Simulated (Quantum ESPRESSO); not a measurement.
**Moving the Hubbard U on Mn d in MnO**

```yaml
crystal:
  lattice:
    - [0.00000, 2.22391, 2.22391]
    - [2.22391, 0.00000, 2.22391]
    - [2.22391, 2.22391, 0.00000]
  atoms:
    - { symbol: Mn, position: [0.00000, 0.00000, 0.00000] }
    - { symbol: O, position: [0.50000, 0.50000, 0.50000] }
```

The cell is a database's computed one, not the measured one.

Kept alike: task Hubbard U by linear response; functional PBEsol; k mesh 8 × 8 × 8; occupations fermi-dirac, width 0.05 eV; collinear spin, ferromagnetic start. Program: Quantum ESPRESSO, GBRV 1.5 PBEsol, cutoff 612 eV. The mesh is that of the run's cell of 2 atoms. No spin-orbit coupling.

| Hubbard U on Mn d, U (eV) | band gap (eV) | largest site moment (μB) |
| --- | --- | --- |
| 0.0001 | 0.05 or less | 4.04 |
| 2 | 0.05 or less | 4.24 |
| 4 | 0.05 or less | 4.28 |
| 6 | 0.336 | 4.32 |
| 8 | 0.560 | 4.35 |

A missing gap at this level doesn't show that the real crystal is a metal. The measured crystal is an antiferromagnetic insulator; a metallic or parallel state is the runs' own. How U acts hangs on the program's projectors. The runs hold the magnetic state that their start led to, which needn't be the lowest. Site moments count inside each atom's sphere or projector. A gap read on the mesh alone can miss an edge between its points.

The band gap rises from 0.05 or less to 0.560 eV between 0.0001 and 8 eV. U pushes filled shell states down and empty ones up. The largest site moment rises from 4.04 to 4.35 μB between 0.0001 and 8 eV. U favours whole occupations of the shell, which as a rule raises the local moment. Its step between 0.0001 and 2 is far larger than the others, which points to a change of electronic state.

The site moments fit high-spin Mn(II) throughout. Its half-filled d shell is already strongly exchange-split without an appreciable U, so there is little moment left to gain, and the shortfall from the ionic limit is consistent with Mn d–O p covalency. The early jump from 4.04 to 4.24 μB is therefore unlikely to be a low-spin to high-spin transition. It more probably reflects the emptying of minority-spin d states, and it doesn't coincide with the opening of a resolved gap, which appears only between 4 and 6 eV.

From there the gap widens by much less than U itself. This suggests that the edges are not a pure pair of filled and empty d levels, but involve O p and dispersive Mn s states that U moves only indirectly. Even 0.560 eV is far below the known wide gap of MnO, probably because parallel spin alignment broadens the bands and the semilocal functional places the s-like conduction states too low. Matching the measured gap by raising U further would thus be a poor way to choose its value.
